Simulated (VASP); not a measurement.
Runs of VASP 6.6.1 on BeSe. Symmetry: F-43m, No. 216, cubic system. The conventional cell has a = 5.184 Å, b = 5.184 Å, c = 5.184 Å, α = 90.00°, β = 90.00°, γ = 90.00°. Be (site symmetry -43m) is surrounded by 4 Se at 2.24 Å. Se (site symmetry -43m) has 4 Be at 2.24 Å as nearest neighbours. 

```tsv
task	cell	mesh quality	gap on the mesh (eV)	pressure (GPa)
relaxation of cell and atoms	relaxed	not flagged	2.90	0.0
relaxation of the atoms	atoms relaxed from: a relaxed cell with its volume scaled by 0.94	coarse	2.79	5.3
relaxation of the atoms	atoms relaxed from: a relaxed cell with its volume scaled by 0.96	coarse	2.83	3.4
relaxation of the atoms	atoms relaxed from: a relaxed cell with its volume scaled by 1.04	not flagged	2.97	-2.7
relaxation of the atoms	atoms relaxed	not flagged	2.90	0.0
relaxation of the atoms	atoms relaxed from: a relaxed cell with its volume scaled by 1.02	not flagged	(a)	-1.4
relaxation of cell and atoms	relaxed	coarse	2.90	0.0
relaxation of the atoms	atoms relaxed from: a relaxed cell with its volume scaled by 0.98	coarse	(b)	1.6
```

Alike in all rows: level PBE; potentials or basis VASP PAW PBE potentials, release 64 (Be, Se); no spin polarisation; k mesh 5 × 5 × 5; cutoff (eV) 300; smearing gaussian 0.03 eV.

Task: Fill in the values left out.

Result: (a) 2.94; (b) 2.87.

Caveats: some runs use coarse meshes; the cutoff is under 1.25 times the usual one of these potentials, so pressure, stress and relaxed cells hold a basis-set (Pulay) error; an odd mesh through Γ misses points on the zone boundary, where band edges often lie; the relaxation stopped at its first step, so nothing moved (some runs).

A k mesh can miss the band edges, and the runs leave out spin-orbit coupling on Se.
